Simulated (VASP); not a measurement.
# Settings for C: equation of state

C, Fd-3m (no. 227), 2 atoms in the cell. RPBE; PAW potentials C_GW (PBE set). VASP 6.6.1.

Wanted: equilibrium volume within 0.5 %; bulk modulus within 2.5 %.

What the run is for: choice of potentials; Accuracy asked: standard; Volumes (times the given one): 0.91, 0.94, 0.97, 1, 1.03, 1.06, 1.09.

## Potentials and cutoff

| Potentials and cutoff | Equilibrium volume (Å³/atom) | Bulk modulus (GPa) | Time (s) |
|---|---|---|---|
| C_GW, ENCUT 660 | 5.775 | 419.2 | 27 |
| C_h, ENCUT 1180 | 5.775 | 419.1 | 62 |
| C, ENCUT 640 | 5.781 | 420.7 | 27 |

Chosen: C_GW, ENCUT 660; no other choice that stays within the tolerance saves 30 % of the time.

The chosen settings are those of the reference run.

## The input

INCAR:
```
SYSTEM = C
ALGO = Normal ; EDIFF = 1E-7
EFERMI = MIDGAP ; ENCUT = 660
GGA = RP ; GGA_COMPAT = .False.
ISIF = 2 ; ISMEAR = 0
LASPH = .True. ; LCHARG = .False.
LREAL = .False. ; LWAVE = .False.
NELM = 120 ; NSW = 0
PREC = Accurate ; SIGMA = 0.03
```

KPOINTS:
```
k-points
0
Gamma
  11 11 11
```

POSCAR.step1:
```
C
1.0
    0.0000000000      1.7281784585      1.7281784585
    1.7281784585      0.0000000000      1.7281784585
    1.7281784585      1.7281784585      0.0000000000
C
2
Direct
    0.7500000000      0.7500000000      0.7500000000
    0.5000000000      0.5000000000      0.5000000000
```

POSCAR.step2:
```
C
1.0
    0.0000000000      1.7469644787      1.7469644787
    1.7469644787      0.0000000000      1.7469644787
    1.7469644787      1.7469644787      0.0000000000
C
2
Direct
    0.7500000000      0.7500000000      0.7500000000
    0.5000000000      0.5000000000      0.5000000000
```

POSCAR.step3:
```
C
1.0
    0.0000000000      1.7653549299      1.7653549299
    1.7653549299      0.0000000000      1.7653549299
    1.7653549299      1.7653549299      0.0000000000
C
2
Direct
    0.7500000000      0.7500000000      0.7500000000
    0.5000000000      0.5000000000      0.5000000000
```

POSCAR.step4:
```
C
1.0
    0.0000000000      1.7833700000      1.7833700000
    1.7833700000      0.0000000000      1.7833700000
    1.7833700000      1.7833700000      0.0000000000
C
2
Direct
    0.7500000000      0.7500000000      0.7500000000
    0.5000000000      0.5000000000      0.5000000000
```

POSCAR.step5:
```
C
1.0
    0.0000000000      1.8010282771      1.8010282771
    1.8010282771      0.0000000000      1.8010282771
    1.8010282771      1.8010282771      0.0000000000
C
2
Direct
    0.7500000000      0.7500000000      0.7500000000
    0.5000000000      0.5000000000      0.5000000000
```

POSCAR.step6:
```
C
1.0
    0.0000000000      1.8183469191      1.8183469191
    1.8183469191      0.0000000000      1.8183469191
    1.8183469191      1.8183469191      0.0000000000
C
2
Direct
    0.7500000000      0.7500000000      0.7500000000
    0.5000000000      0.5000000000      0.5000000000
```

POSCAR.step7:
```
C
1.0
    0.0000000000      1.8353418006      1.8353418006
    1.8353418006      0.0000000000      1.8353418006
    1.8353418006      1.8353418006      0.0000000000
C
2
Direct
    0.7500000000      0.7500000000      0.7500000000
    0.5000000000      0.5000000000      0.5000000000
```

Commands (each step's output is kept before the next begins):
```
cat potpaw_PBE.64/C_GW/POTCAR > POTCAR
cp POSCAR.step1 POSCAR
mpirun -np 1 vasp_std > vasp.out
cp POSCAR.step2 POSCAR
mpirun -np 1 vasp_std > vasp.out
cp POSCAR.step3 POSCAR
mpirun -np 1 vasp_std > vasp.out
cp POSCAR.step4 POSCAR
mpirun -np 1 vasp_std > vasp.out
cp POSCAR.step5 POSCAR
mpirun -np 1 vasp_std > vasp.out
cp POSCAR.step6 POSCAR
mpirun -np 1 vasp_std > vasp.out
cp POSCAR.step7 POSCAR
mpirun -np 1 vasp_std > vasp.out
```

Limits: Total energies under different potentials can't be compared; the cell and the gap can.

The chosen input took VASP 6.6.1 27 s on 1 core (Intel Xeon Platinum 8488C (Sapphire Rapids)), a shared host.
